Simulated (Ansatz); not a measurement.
## BN under changes of volume

One of the cells (9.476 Å³/atom); the others are scaled copies at fixed shape and fractional positions:

```
CELL_PARAMETERS angstrom
0.00000 3.49532 2.16609
1.25163 0.00000 2.16609
1.25163 3.49532 0.00000
ATOMIC_POSITIONS crystal
N 0.66665 0.66665 0.33335
B 0.00005 0.00005 0.99995
```

Measurements of this composition are mostly on another form, of space group No. 194.

| Property | Result |
| --- | --- |
| Program | Ansatz 0.2.0 |
| Functional | PBEsol |
| Potentials or basis | Ansatz PAW |
| Cutoff | 420 eV (not typed: the program's choice for these potentials) |
| k mesh | 13 × 13 × 13 |
| Occupations | fermi-dirac, width 0.05 eV |
| Spin | no spin polarisation |

```tsv
volume (Å³/atom)	energy over the lowest point (meV/atom)	pressure (GPa)	gap on the mesh (eV)	largest force (eV/Å)
8.908	29.16	16.6	3.83	0.013
9.097	13.03	10.8	3.82	0.012
9.287	3.51	5.4	3.81	0.011
9.476	0.00	0.6	3.80	0.010
9.666	1.99	-3.9	3.79	0.009
9.855	?	?	?	?
10.045	20.56	-11.6	3.76	0.007
```

Problem. What does the run at 9.855 Å³/atom give?

Solution. Energy over the lowest point 8.99 meV/atom; pressure -7.9 GPa; gap on the mesh 3.78 eV; largest force 0.008 eV/Å.

Worked out: A Birch-Murnaghan fit of order 3 (a polynomial in V^(-2/3)) to the other rows has its minimum at 9.50 Å³/atom with B0 = V·E''(V) = 230 GPa and B' = 3.7 at fixed shape and positions, which overstates the stiffness. It gives 8.97 meV/atom at 9.855 Å³/atom, against the run's 8.99, and -dE/dV = -7.9 GPa, against -7.9. A straight line through the other rows of the gap, of slope -0.57 eV per unit of ln V, gives 3.78 eV, against the run's 3.78.

Energies are extrapolated to zero smearing.

Caveats: odd divisions of the mesh miss points on the zone boundary, where band edges often lie, so the gap on the mesh can be too wide; the PAW data sets come from PBE, with cores solved anew for the run's functional, which leaves a small shift of forces and pressure.

A mesh can miss the band edges.
